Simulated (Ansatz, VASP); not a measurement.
## Ge in VASP and in Ansatz

```
CELL_PARAMETERS angstrom
-1.68949 1.68949 1.68949
1.68949 -1.68949 1.68949
1.68949 1.68949 -1.68949
ATOMIC_POSITIONS crystal
Ge 0.00000 0.00000 0.00000
```

Alike in both runs: functional PBE; k mesh 21 × 21 × 21; occupations fermi-dirac, width 0.1 eV; no spin polarisation.

Ansatz relaxed the structure, and its values are those at the end. VASP's run is a single point on that final structure, the one shown.

|  | VASP | Ansatz |
| --- | --- | --- |
| version | VASP 6.6.1 | Ansatz 0.2.0 |
| potentials or method | VASP PAW PBE potentials, release 64 (Ge_d) | PAW with Ansatz's default frozen-core files, scalar-relativistic |
| plane-wave cutoff (eV) | 520 | 420 |
| valence electrons in the cell | 14 | 14 |

Ansatz gave:

```
pressure (GPa) : 0.0
```

**Question.** Estimate VASP's values.

**Answer.** Pressure (GPa): -0.1.
